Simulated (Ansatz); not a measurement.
Ansatz input file:

```yaml
crystal:
  lattice:
    - [0.0, 3.0275182, 3.0275182]
    - [2.9713817, 0.0252238, 3.0022944]
    - [3.0315817, 3.0624944, -0.0349762]
  atoms:
    - { symbol: Sn, position: [-0.0140951518, 0.0, 0.0] }
    - { symbol: Se, position: [0.5140951518, 0.5, 0.5] }
basis:
  ecutwfc: 420
kpoints:
  mp_grid: { grid: [10, 10, 10] }
hamiltonian:
  xc: pbe
scf:
  occupations: { method: gaussian, width: 0.05 }
output:
  forces: true
  stress: true
  eigenvalues: true
```

Launched with
```bash
ansatz run input.yaml --threads 1 --pin off --max-ram 1331MiB --backend cpu --events-out ev --progress --plain --runs-dir out
```

All numbers below come from Ansatz 0.2.0, DFT PBE, scalar-relativistic, plane waves, PAW.

From the run's log, abridged (final results; tables in files aren't shown):

```
SCF 1 converged in 6 iterations: F = -11494.154832 eV  dr2 = 3.20e-8
SCF converged after 6 iterations
Free energy (F): -11494.154832 eV
Harris-Foulkes:  -11494.154832 eV  (|F-HF|=3.98e-8)
Internal energy: -11494.154832 eV  (E = F + TS)
E sigma→0 (E₀):  -11494.154832 eV
Entropy (-TS):    0.000000 eV ( 0.000 meV/atom)
Fermi energy:    9.172586 eV
--- Per-component energies (eV) ---
  E_band       = -480.737658
  E_kinetic    = 303.024457
  E_local      = -3346.866728  (includes V_loc(G=0)·N_el)
  E_nonlocal   = -628.567884
  E_hartree    = 1758.380797
  E_xc         = -487.541128
  E_vxc        = -194.749583  (∫ρ·V_xc dr)
  E_paw        = -6043.893106  (= ΣΔE_a)
  E_vpaw       = -130.330118  (= ΣTr[D̂ρ^β])
  E_aug_tail   = -0.000600  (compensation charges beyond the density's cutoff)
  E_ewald      = -3048.690639
  E_smearing   =  0.000000  (= −TS)
--- Forces (eV/Å), atoms counted from 1 ---
  atom   1  Sn     0.00000000     0.00511668     0.00511668
  atom   2  Se     0.00000000    -0.00508817    -0.00508817
--- Stress (GPa, compression-positive) ---
        1.309087      -0.365703       0.365703
       -0.365703       0.293797       0.176945
        0.365703       0.176945       0.293797
  P = ⅓ Tr σ = 0.6322 GPa (6.322 kbar)
--- Band table (eV; the first three rows and the last of 282) ---
  k-point 0: bands = ["-38.7344", "-38.7343", "-38.7336", "-38.7286", "-38.7285", "-12.6941", "-12.6935", "-12.6918", "-12.6892", "-12.6876", "-4.8915", "3.8124", "6.6024", "6.8105", "6.8405", "13.0154", "13.1166", "13.2349", "14.6494"]
  k-point 1: bands = ["-38.7344", "-38.7343", "-38.7336", "-38.7286", "-38.7285", "-12.6946", "-12.6931", "-12.6916", "-12.6883", "-12.6876", "-4.8244", "3.4076", "6.8049", "6.8332", "6.9762", "12.4868", "12.6747", "12.7952", "14.6783"]
  k-point 2: bands = ["-38.7344", "-38.7343", "-38.7336", "-38.7286", "-38.7285", "-12.6963", "-12.6933", "-12.6906", "-12.6865", "-12.6857", "-4.6360", "2.5743", "6.8462", "6.8802", "7.6062", "11.5510", "11.8187", "11.9392", "14.8478"]
  k-point 281: bands = ["-38.7343", "-38.7343", "-38.7336", "-38.7286", "-38.7284", "-12.7056", "-12.6908", "-12.6876", "-12.6837", "-12.6783", "-3.8099", "1.5567", "4.8060", "5.4511", "7.6952", "10.6728", "12.4251", "13.3097", "15.3489"]
```

The calculation finished and met its thresholds.